Band gaps of zinc-blende CdTe, computed with Ansatz 0.2.0 using hybrid density functionals, plane waves and PAW potentials, all at the same r2SCAN geometry. The runs use a 4×4×4 k mesh and fixed occupations, without spin polarisation or spin–orbit coupling. Each gap is the least over the mesh and the named k points; DDH-PBE0 mixes in a share 1/ε∞ of exact exchange.

| functional | wave cutoff | band gap (eV) | least direct gap (eV) |
| --- | --- | --- | --- |
| DDH-PBE0 | 420 eV | 1.313 | 1.313 |
| HSE06 | 420 eV | 1.527 | 1.527 |
| PBE0 | 420 eV | 2.163 | 2.163 |
| r2SCAN0 | 500 eV | 2.456 | 2.456 |
| r2SCANh | 500 eV | 1.665 | 1.665 |

The same crystal of cadmium telluride, with its atoms held in place, has a band gap of 1.31 eV in one row and 2.46 eV in another. In terms of light, that moves the absorption edge from the near infrared to the green. The functional changes, and with it the plane-wave cutoff in the two r2SCAN rows. Each of the five functionals is a hybrid: it replaces part of an approximate exchange energy by exact exchange computed from the orbitals. Both gap columns agree in each row, because the highest filled and the lowest empty level lie at the same point of the band structure, Γ.

The tempting explanation is that the gap simply measures how much exact exchange has been mixed in. There is good physics behind it. An approximate functional lets an electron repel part of its own charge, which pushes the filled levels up and makes the gap too small. Exact exchange removes this self-repulsion for filled states, while empty ones lose part of the attraction that the approximate exchange gave them, so a larger share should open the gap.

The two r2SCAN hybrids show the effect cleanly. They have the same approximate part and the same cutoff, and differ in their share of exact exchange, 10 % in r2SCANh and 25 % in r2SCAN0. The gap grows by 0.79 eV, or about half an electronvolt for every ten points of exact exchange. This slope belongs to one crystal and one family of functionals, and need not hold for others.

As an explanation of the whole order, it fails. HSE06, PBE0 and r2SCAN0 all mix in 25 %, yet their gaps spread over 0.93 eV, more than the share changed within the r2SCAN pair. Worse, r2SCANh with its 10 % has a larger gap than HSE06 with 25 %. Something other than the share must be able to move the gap by a comparable amount.

The second candidate is the range over which exact exchange acts. HSE06 and PBE0 have the same share and the same approximate parent, PBE, but HSE06 uses exact exchange only at short distance and hands the long-range part back to the approximation. Restoring the long-range part, which turns HSE06 into PBE0, opens the gap by 0.64 eV. Range is therefore a strong effect in its own right.

Its size can be understood from a simple picture. Around each electron in a filled state there is an exchange hole, a region from which other electrons of the same spin are kept away and which holds exactly one electron's worth of absent charge. The long-range part of the repulsion is smooth and nearly constant near the electron. If the hole is compact, the electron gains this constant once, whatever the details of the orbital. An electron in an empty state gains almost nothing, because its orbital is orthogonal to the filled ones.

HSE06 defines the long-range repulsion as erf(ωr)/r, where r is the distance between two electrons and ω, about 0.11 per bohr, sets where the long range begins. Close to the electron this function tends to 2ω/√π. With a quarter of exact exchange, a filled level is thus lowered relative to an empty one by 0.25 × 2 × 0.11/√π ≈ 0.031 hartree, or 0.84 eV. No gap from the table enters this estimate, and it exceeds the computed opening by about a third of the latter.

The excess has two plausible sources. The long-range repulsion is nearly constant only well inside a distance 1/ω, here 4.8 Å, while neighbouring Cd and Te atoms are already 2.84 Å apart. The hole of an electron at the valence top spreads over such bonds and samples a weaker repulsion than at its centre. An empty state, for its part, gains some exact exchange after all, since orthogonality cancels it fully only when the repulsion is constant. The estimate is therefore a limit for compact holes, and it also tells what to expect elsewhere: the range effect grows with the share and with ω, and shrinks as the hole becomes wider.

The same picture predicts how single levels move. PBE0 does not merely add long-range exact exchange; it also takes out the approximate version, which in the compact limit lowers filled and empty levels alike by half the exact amount. The net result is that filled levels should sink and empty levels rise by 0.42 eV each. In the calculation the valence top sinks by 0.34 eV and the conduction edge rises by 0.30 eV, so the near symmetry is there and the size is again too large.

Deep levels offer a sharper test, since their holes are compact. From HSE06 to PBE0 the Cd 4p, Te 4d and Cd 4d levels at Γ all sink by 0.42 to 0.43 eV, close to the limit, although they lie tens of electronvolts apart. Such uniformity is not a matter of course. When the approximate part is changed instead, and the cutoff with it, from PBE0 to r2SCAN0, the Cd 4d level sinks by 0.40 eV but the Cd 4p level by 1.50 eV.

The band edges themselves would have been a poor witness. It is natural to look at how an opening divides between the valence top and the conduction edge and to read a cause from it. Yet the valence top takes 54 to 57 % of the opening whether one changes the share, the range or the approximate part. Comparing rows that differ in one ingredient says more, and the deeper levels help to tell a change of range from a change of the approximate part.

Range alone does not explain the order either. If it did, the four functionals with unscreened exact exchange would all lie above HSE06. Three of them do, but DDH-PBE0 has the smallest gap in the table. Its exact exchange has full range but a small share, set to 1/ε, where ε is the calculated dielectric constant of the crystal for fast electric fields: the more easily the material polarises, the less exact exchange it receives.

How small that share is can be inferred only roughly. With the slope of the r2SCAN pair, the step down from PBE0 corresponds to a share of about 9 %. The measured dielectric constant, roughly 7, would give 14 % and a gap of 1.60 eV, which is 0.29 eV above the computed one. Perhaps PBE, which supplies ε here, lets the crystal polarise too easily, as can happen when it makes the gap too small. Perhaps the gap responds more steeply to the share in the PBE family, or both are true; the table does not decide.

The third ingredient is the approximate part. At an equal share and full range, replacing PBE by r2SCAN raises the gap by 0.29 eV. r2SCAN also uses the kinetic energy density of the orbitals, so its potential can act differently on filled and empty states, which can widen the gap. The cutoff changes in the same step, from 420 to 500 eV, and its own contribution is untested.

With the three effects side by side, the awkward position of r2SCANh becomes clear. Starting from HSE06, full range adds 0.64 eV and the change to r2SCAN adds 0.29 eV, while the cut from 25 to 10 % takes away 0.79 eV. The sum is a gain of 0.14 eV, by which r2SCANh ends above HSE06. This is bookkeeping along one path through the table and no independent test, but it shows that a low share can be outweighed by range and parent together.

The order of the gaps is not an order of quality. HSE06 gives 1.53 eV, close to the measured gap of roughly 1.5 eV, but these calculations leave out spin–orbit coupling, which splits the valence top of a telluride and would lower each gap by about 0.3 eV. The lattice used is also slightly larger than the real one, which narrows the gap and offsets part of that error. The agreement of HSE06 is therefore a balance of errors and no reason to prefer it.

The k mesh can be expected to matter most for the range effect. Long-range exact exchange converges slowly with the number of k points, and the 4×4×4 mesh was not varied, so the 0.64 eV between HSE06 and PBE0 may shift somewhat with a finer one. The output below lists the pair differences, the slope drawn through the two r2SCAN rows, and the estimate for compact holes beside the computed shifts.

Printed output of the fit:

```
Band edges and gaps in eV:
       row    gap  valence top  conduction edge  gap less rough spin-orbit shift
  DDH-PBE0  1.313        6.612            7.925                            1.013
     HSE06  1.527        6.485            8.012                            1.227
      PBE0  2.163        6.144            8.307                            1.863
   r2SCAN0  2.456        5.981            8.436                            2.156
   r2SCANh  1.665         6.43            8.095                            1.365
Spread of the gap among the three rows with 25 % exact exchange (eV): 0.929
Spread of the gap among the four unscreened rows (eV): 1.143
Range effect, gap of PBE0 less HSE06 (eV): 0.636
Share effect, gap of r2SCAN0 less r2SCANh (eV): 0.791
Semilocal effect, gap of r2SCAN0 less PBE0 (eV): 0.293
Gap of PBE0 less DDH-PBE0 (eV): 0.85
Gap of r2SCANh less HSE06 (eV): 0.138
Gap rise per 10 points of exact exchange in the r2SCAN pair (eV): 0.5273
Valence part of the opening, HSE06 to PBE0 (%): 53.63
Valence part of the opening, r2SCANh to r2SCAN0 (%): 56.85
Valence part of the opening, PBE0 to r2SCAN0 (%): 55.66
Valence part of the opening, DDH-PBE0 to PBE0 (%): 55.04
Limiting estimate of the range effect on the gap (eV): 0.8444
Limiting estimate of the shift of each edge (eV): 0.4222
Screening length 1/omega of HSE06 (angstrom): 4.811
Valence top, HSE06 to PBE0 (eV): -0.3411
Conduction edge, HSE06 to PBE0 (eV): 0.2951
Cd 4p level, HSE06 to PBE0 (eV): -0.4329
Te 4d level, HSE06 to PBE0 (eV): -0.4163
Cd 4d level, HSE06 to PBE0 (eV): -0.4199
Control, Cd 4p level, PBE0 to r2SCAN0 (eV): -1.498
Control, Cd 4d level, PBE0 to r2SCAN0 (eV): -0.4027
DDH-PBE0 share inferred with the r2SCAN slope (%): 8.881
DDH-PBE0 gap predicted with that slope and a dielectric constant of 7 (eV): 1.598
```
